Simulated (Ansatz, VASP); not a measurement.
SiC (Moissanite 3C) in VASP and in Ansatz

Contents of INCAR:

```
SYSTEM = SiC
PREC = Accurate ; ENCUT = 600
EDIFF = 1E-6 ; ISMEAR = -1
SIGMA = 0.05 ; LREAL = .FALSE.
LASPH = .TRUE. ; NELM = 60
ALGO = Normal ; ISIF = 3
LWAVE = .FALSE. ; LCHARG = .FALSE.
METAGGA = R2SCAN ; LMIXTAU = .TRUE.
IBRION = 2 ; NSW = 60
EDIFFG = -0.01
```

The input KPOINTS:

```
regular mesh
0
G
  10 10 10
  0 0 0
```

POSCAR

```
SiC
1.0
    0.0000000000      2.1790000000      2.1790000000
    2.1790000000      0.0000000000      2.1790000000
    2.1790000000      2.1790000000      0.0000000000
Si C
1 1
Direct
    0.0000000000      0.0000000000      0.0000000000
    0.7500000000      0.7500000000      0.7500000000
```

input.yaml

```yaml
crystal:
  lattice:
    - [0.0, 2.179, 2.179]
    - [2.179, 0.0, 2.179]
    - [2.179, 2.179, 0.0]
  atoms:
    - { symbol: Si, position: [0.0, 0.0, 0.0] }
    - { symbol: C, position: [0.75, 0.75, 0.75] }
hamiltonian:
  xc: r2scan
  pseudopotentials: { kind: paw }
kpoints:
  mp_grid: { grid: [10, 10, 10] }
scf:
  occupations: { method: fermi_dirac, width: 0.05 }
output:
  forces: true
  stress: true
  eigenvalues: true
relax:
  f_tol: 0.01
  max_steps: 40
  cell: { stress_tol: 0.05 }
```

Alike in both runs: task relaxation of cell and atoms; functional r2SCAN; k mesh 10 × 10 × 10; occupations fermi-dirac, width 0.05 eV; no spin polarisation.

```csv
,VASP,Ansatz
version,VASP 6.6.1,Ansatz 0.2.0
potentials or method,"VASP PAW PBE potentials, release 64 (Si, C)",Ansatz PAW
plane-wave cutoff (eV),600,500
valence electrons in the cell,8,8
```

VASP gave:

* gap on the k mesh at the Fermi level, each at its own relaxed structure (eV): 1.72
* relaxed volume (Å³/atom): 10.32
* relaxed cell length with the largest relative difference (Å): 3.079

What did Ansatz give for the same quantities?

gap on the k mesh at the Fermi level, each at its own relaxed structure (eV): 1.71; relaxed volume (Å³/atom): 10.33; relaxed cell length with the largest relative difference (Å): 3.080.

Caveats: the PAW data sets were made with another functional, which shifts forces and pressure a little (VASP); the plane-wave basis is chosen anew once the cell has moved, so the energies of steps on either side of that aren't comparable (Ansatz); the PAW data sets come from PBE, with cores solved anew for the run's functional, which leaves a small shift of forces and pressure (Ansatz). r2SCAN opens gaps a little over a GGA but as a rule still falls short of measured ones. A k mesh can miss the band edges.
